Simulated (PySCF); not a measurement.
**C6H7N2O2−, a complex of two parts: interaction energy**

Aim: the interaction energy of `c1cnccn1` with `CC(=O)[O-]`.

Computed with PySCF 2.14.0; each step states its level. No surroundings beyond the atoms listed, unless a continuum is named. Atoms count from 0, parts from 1.

## 1. Starting point

17 atoms, charge -1, multiplicity 1; geometry: GFN2-xTB, MD frame. Parts: 1 = atoms 0–9, `c1cnccn1`, charge 0; 2 = atoms 10–16, `CC(=O)[O-]`, charge -1.

## 2. Counterpoise and decomposition: PBE0-D3(BJ)/def2-SVP, 250 fs

Job settings and geometry (Å):

```
{"job": {"kind": "inter", "xc": "PBE0", "basis": "def2-SVP", "disp": "d3bj"}, "charge": -1, "multiplicity": 1, "parts": [{"atoms": "0-9", "charge": 0, "multiplicity": 1}, {"atoms": "10-16", "charge": -1, "multiplicity": 1}]}
C     -2.996449    -0.024786     0.604658
C     -2.896114     1.308066     0.909968
N     -1.758855     1.866968     1.327900
C     -0.710627     1.047740     1.370819
C     -0.883705    -0.336896     1.195592
N     -2.034435    -0.865278     0.822916
H     -3.929391    -0.541838     0.270095
H     -3.747702     2.017172     0.764774
H      0.300552     1.426114     1.584651
H     -0.044143    -1.054107     1.354111
C      1.802535    -0.360252    -1.615122
C      2.728588    -0.759556    -0.377203
O      2.795512    -0.048439     0.643603
O      3.304609    -1.831548    -0.539518
H      2.324930     0.447033    -2.122382
H      1.673706    -1.135755    -2.326045
H      0.853193    -0.036039    -1.225966
```

With the program's defaults for keys left out, this is: PBE0-D3(BJ)/def2-SVP interaction energy, counterpoise and uncorrected, gas phase.

The run is started by

```
$ OMP_NUM_THREADS=1 python cluster_run.py task.json out
```

This one command runs all jobs of the session in turn.

**Question.** The jobs that follow are: PBE0-D3(BJ)/def2-SVP interaction energy, counterpoise and uncorrected, gas phase; PBE0-D3(BJ)/def2-SVP interaction energy, counterpoise and uncorrected, gas phase; PBE0-D3(BJ)/def2-SVP interaction energy, counterpoise and uncorrected, gas phase; PBE0-D3(BJ)/def2-SVP interaction energy, counterpoise and uncorrected, gas phase; PBE0-D3(BJ)/def2-SVP interaction energy, counterpoise and uncorrected, gas phase. Predict: interaction energy, counterpoise (PBE0-D3(BJ)/def2-SVP, 250 fs); superposition error; binding energy (with deformation).

The runs gave:

```
                                                       quantity                    value
interaction energy, counterpoise (PBE0-D3(BJ)/def2-SVP, 250 fs)           -7.76 kcal/mol
                                            superposition error            2.53 kcal/mol
                              binding energy (with deformation)            0.53 kcal/mol
    range of the interaction energy over the runs of this table  -9.91 to -6.98 kcal/mol
```

**Reading.** The attractive terms split as orbital 50 %, electrostatic 38 %, dispersion 13 %, against 0.56 kcal/mol of Pauli repulsion. The terms sum to the uncorrected energy, so the orbital term holds the superposition error. The superposition error is 33 % of the corrected value, so this basis is small for the task. The geometry is that of tight binding, not a minimum at this level, so the binding values are rough. The interaction energy runs from -9.91 (PBE0-D3(BJ)/def2-SVP, 850 fs) to -6.98 kcal/mol (PBE0-D3(BJ)/def2-SVP, 400 fs); the frames are unrelaxed snapshots, so the spread is that of the geometry.
